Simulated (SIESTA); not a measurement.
The system is TiO2.

```
Ti O
1.0
     2.70603   -2.70666    0.00000
     2.70603    2.70666    0.00000
    -2.63353    0.00000    4.79664
Ti O
2 4
Cartesian
  0.7309 -1.9807 3.5975
  2.0477 1.9807 1.1992
  0.6963 0.6563 0.8018
  2.0823 -0.6563 3.9949
  3.3990 0.6563 1.5966
  -0.6205 -0.6563 3.2001
```

The cell is a database's computed one.

Base run:

```yaml
Program: SIESTA 5.4.2
Functional: PBEsol
Potentials_or_basis: PseudoDojo 0.4 standard (PBEsol files)
Basis: DZP (energy shift 0.003 Ry; two zetas on semicore shells)
Grid_cutoff: 800 Ry
Energy_shift: 0.003 Ry
k_mesh: 8 × 8 × 6
Occupations: fermi-dirac, width 0.05 eV
Spin: no spin polarisation
```

Its results: band gap on the k mesh 1.92 eV, indirect (least direct gap 2.25 eV); pressure -4.0 GPa; largest force 0.154 eV/Å.

Task: The run is repeated on the same cell with these changes: functional from PBEsol to LDA; potentials or basis from PseudoDojo 0.4 standard (PBEsol files) to PseudoDojo 0.4 standard (LDA files). What comes out?

Result: Band gap on the k mesh 1.88 eV, indirect (least direct gap 2.21 eV); pressure -9.0 GPa; largest force 0.255 eV/Å.

Caveats: the basis of atomic orbitals isn't converged, which shifts pressures, moduli and gaps.

A k mesh can miss the band edges.
